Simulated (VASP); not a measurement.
Here is a VASP 6.6.1 calculation.

POSCAR

```
KCl
1.0
    0.0000000000      3.1464700000      3.1464700000
    3.1464700000      0.0000000000      3.1464700000
    3.1464700000      3.1464700000      0.0000000000
K Cl
1 1
Direct
    0.0000000000      0.0000000000      0.0000000000
    0.5000000000      0.5000000000      0.5000000000
```

Contents of INCAR.step1:

```
PREC = Accurate
ENCUT = 600
EDIFF = 1E-5
ISMEAR = -1
SIGMA = 0.05
LREAL = F
LASPH = T
NELM = 80
ALGO = Normal
LWAVE = T
LCHARG = F
GGA = PE
```

Contents of INCAR.step2:

```
PREC = Accurate
ENCUT = 600
EDIFF = 1E-7
ISMEAR = -1
SIGMA = 0.05
LREAL = F
LASPH = T
NELM = 80
ALGO = Normal
ISIF = 3
LWAVE = F
LCHARG = F
GGA = B3
LHFCALC = T
AEXX = 0.2
AGGAX = 0.72
AGGAC = 0.81
ALDAC = 0.19
PRECFOCK = Fast
HFRCUT = -1
IBRION = 2
NSW = 60
EDIFFG = -0.01
ISTART = 1
```

File KPOINTS:

```
Automatic mesh
0
Gamma
  4 4 4
```

Potentials or basis: VASP PAW PBE potentials, release 64 (K_sv, Cl).

Launch:

```sh
$ cat potpaw_PBE.64/K_sv/POTCAR potpaw_PBE.64/Cl/POTCAR > POTCAR
$ cp INCAR.step1 INCAR
$ mpirun -np 1 vasp_std > vasp.out
$ cp INCAR.step2 INCAR
$ mpirun -np 1 vasp_std > vasp.out
```

Estimate the relaxed cell.

a = 4.528 Å, b = 4.528 Å, c = 4.528 Å, α = 60.00°, β = 60.00°, γ = 60.00°.

Predict the space group after relaxing (to 0.05 Å).

Fm-3m (No. 225).

Estimate the relaxed volume.

32.82 Å³/atom.

Predict the band gap on the k mesh.

6.60 eV, direct.

Step by step:
| step | energy change (eV) | largest force (eV/Å) | pressure (GPa) | volume (Å³) |
| --- | --- | --- | --- | --- |
| 1 | 0.0000 | 0.0000 | 1.03 | 62.30 |
| 2 | -0.0084 | 0.0000 | 0.45 | 64.13 |
| 3 | -0.0108 | 0.0000 | 0.04 | 65.64 |

Caveat: the k mesh is coarse (spacing up to 0.43 Å⁻¹), so the values aren't converged, least of all with exact exchange; the PAW data sets were made with another functional, which shifts forces and pressure a little. Zero-point motion and thermal expansion aren't in these numbers.
